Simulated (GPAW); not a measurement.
Runs of GPAW 26.7.0 on BaS. The structure is cubic, space group Fm-3m (No. 225). The conventional cell has a = 6.388 Å, b = 6.388 Å, c = 6.388 Å, α = 90.00°, β = 90.00°, γ = 90.00°. Around Ba (site symmetry m-3m) lie 6 S at 3.19 Å. Around S (site symmetry m-3m) lie 6 Ba at 3.19 Å. 

```tsv
task	level	potentials or basis	spin	cell	k mesh	optimizer	fmax	max steps	target pressure	convergence	gap on the mesh (eV)	pressure (GPa)	relaxed volume (Å³/atom)
relaxation of cell and atoms	PBEsol+D4	PAW data sets generated in the run's folder for this functional, pw	off	relaxed to -1 GPa	7 × 7 × 7	LBFGS	0.02 eV/Å	60	-1 GPa	density=1e-05 forces=0.0001	(b)	-1.0	-
band structure	r2SCAN	GPAW PAW data sets (gpaw-data 1.2.1), pw	SOC, no magnetisation	as given	5 × 5 × 5	-	-	-	-	-	2.55	1.2	-
relaxation of cell and atoms	RPBE+D3(BJ)	the program's PAW data sets (release 1.2.1) made for this functional, pw	off	relaxed	7 × 7 × 7	LBFGS	0.02 eV/Å	60	-	density=1e-05 forces=0.0001	1.80	-0.1	26.30
relaxation of cell and atoms	PBEsol+D3(BJ)	PAW data sets generated in the run's folder for this functional, pw	off	relaxed	7 × 7 × 7	LBFGS	0.01 eV/Å	100	-	density=1e-05 forces=0.0001	(a)	0.0	30.94
band structure	r2SCAN	GPAW PAW data sets (gpaw-data 1.2.1), pw	off	as given	7 × 7 × 7	-	-	-	-	-	2.54	1.2	-
```

Alike in all rows: cutoff (eV) 600; smearing fermi-dirac 0.05 eV.

**Question.** Estimate the missing entries.

**Answer.** (a) 1.97; (b) 2.05.

Caveats: spin-orbit coupling is left out, which moves the levels of the heavy elements (some runs); later steps reuse the first step's grids (some runs); an odd mesh through Γ misses points on the zone boundary, where band edges often lie (some runs); the PAW data sets were made with another functional, which shifts forces and pressure a little (some runs); spin-orbit coupling was added after a scalar SCF, so levels and gaps hold it while energy, forces, pressure and moments don't (some runs); this program's spin-orbit splittings come out too wide for heavy elements (some runs); the mesh misses the band edges, which the band path finds closer together (some runs).

A k mesh can miss the band edges, and rows without SOC leave out spin-orbit coupling on Ba.

Runs at the PBE level aren't shown here.
